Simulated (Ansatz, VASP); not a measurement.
# One calculation of Si, two programs

Contents of INCAR:

```
SYSTEM = Si
ALGO = Normal
EDIFF = 1E-6
ENCUT = 520
ISIF = 2
ISMEAR = 0
LASPH = .True.
LCHARG = .False.
LREAL = .False.
LWAVE = .False.
NBANDS = 11
NELM = 60
PREC = Accurate
SIGMA = 0.05
```

The input KPOINTS:

```
k-points
0
Gamma
  12 12 12
  0 0 0
```

File POSCAR:

```
Si
1.0
    0.0000000000      2.7716949131      2.5590069965
    2.7716949131      0.0000000000      2.5590069965
    2.7716949131      2.7716949131      0.0000000000
Si
2
Direct
    0.5000000000      0.5000000000      0.5000000000
    0.7500000000      0.7500000000      0.7500000000
```

Input for Ansatz:

```yaml
crystal:
  lattice:
    - [0.0, 2.7716949131, 2.5590069965]
    - [2.7716949131, 0.0, 2.5590069965]
    - [2.7716949131, 2.7716949131, 0.0]
  atoms:
    - { symbol: Si, position: [0.5, 0.5, 0.5] }
    - { symbol: Si, position: [0.75, 0.75, 0.75] }
basis:
  ecutwfc: 420
kpoints:
  mp_grid: { grid: [12, 12, 12] }
hamiltonian:
  xc: lda
  pseudopotentials: { kind: paw, azcp: { folder: soft_1 } }
scf:
  occupations: { method: gaussian, width: 0.05 }
output:
  forces: true
  stress: true
  eigenvalues: true
```

Change from the starting cell: strain +e along x and -e along y +0.0000, strain +e along z and -e/2 along x and y -0.0525.

Alike in both runs: task single point; functional LDA; k mesh 12 × 12 × 12; occupations gaussian, width 0.05 eV; no spin polarisation.

|  | VASP | Ansatz |
| --- | --- | --- |
| version | VASP 6.6.1 | Ansatz 0.2.0 |
| potentials or method | VASP PAW LDA potentials, release 64 (Si) | scalar-relativistic, plane waves, PAW |
| plane-wave cutoff (eV) | 520 | 420 |
| valence electrons in the cell | 8 | 8 |

|  | VASP | Ansatz | Ansatz less VASP |
| --- | --- | --- | --- |
| gap on the k mesh at the Fermi level (eV) | none | none | - |
| pressure (GPa) | 0.0 | 0.0 | -0.06 |
| largest component of the traceless stress (GPa) | 4.32 | 4.32 | +0.003 |

A gap of «none» marks a metal or a gap that the smearing closes. Ansatz warned: «pseudo_functional_mismatch».
